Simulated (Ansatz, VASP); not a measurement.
# One calculation of Fe, two programs

```
Fe
1.0
    -1.57151    1.41578    1.51488
     1.57151   -1.41578    1.51488
     1.57151    1.41578   -1.51488
Fe
1
Direct
  0.00000 0.00000 0.00000
```

Change from the starting cell: normal strain along x +0.1100, normal strain along z +0.0700.

Alike in both runs: task single point; functional PBE; k mesh 10 × 10 × 10; occupations gaussian, width 0.15 eV; collinear spin.

```csv
,VASP,Ansatz
version,VASP 6.6.1,Ansatz 0.2.0
potentials or method,"VASP PAW PBE potentials, release 64 (Fe)","scalar-relativistic, plane waves, PAW"
plane-wave cutoff (eV),520,520
valence electrons in the cell,8,16
```

```csv
,VASP,Ansatz,Ansatz less VASP
gap on the k mesh at the Fermi level (eV),none,none,-
pressure (GPa),-16.8,-16.9,-0.03
largest component of the traceless stress (GPa),1.76,1.78,+0.027
net moment per atom (μB),2.67,2.66,-0.002
size of the moment on the site where the two differ most (μB),2.69,2.73,+0.043
```

Site moments also hang on the region over which each program counts them. A gap of «none» marks a metal or a gap that the smearing closes. The two sets of potentials don't hold the same shells in valence.

Caveats: so large a pressure means that the cell lies far from this level's equilibrium, or that cutoff or potentials fall short (VASP).
